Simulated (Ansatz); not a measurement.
Al:

```
Al
1.0
     0.00000    2.02481    2.02481
     2.02481    0.00000    2.02481
     2.02481    2.02481    0.00000
Al
1
Direct
  0.00000 0.00000 0.00000
```

Base run:

| Quantity | Value |
| --- | --- |
| Program | Ansatz 0.2.0 |
| Functional | PBE |
| Potentials or basis | Ansatz PAW |
| Cutoff | 420 eV (not typed: the program's choice for these potentials) |
| k mesh | 8 × 8 × 8 |
| Occupations | fermi-dirac, width 0.05 eV |
| Spin | no spin polarisation |

Its results: band gap on the k mesh none (metal or under the smearing width); pressure -0.4 GPa.

Task: The run is repeated on the same cell with these changes: cutoff from 420 eV (not typed: the program's choice for these potentials) to 250 eV; k mesh from 8 × 8 × 8 to 11 × 11 × 11. What comes out?

Result: Band gap on the k mesh none (metal or under the smearing width); pressure 1.6 GPa.

Caveats: the pressure holds a Pulay correction of +4.6 GPa for the finite cutoff (some runs); the cutoff lies under the one recommended for these potentials (some runs).
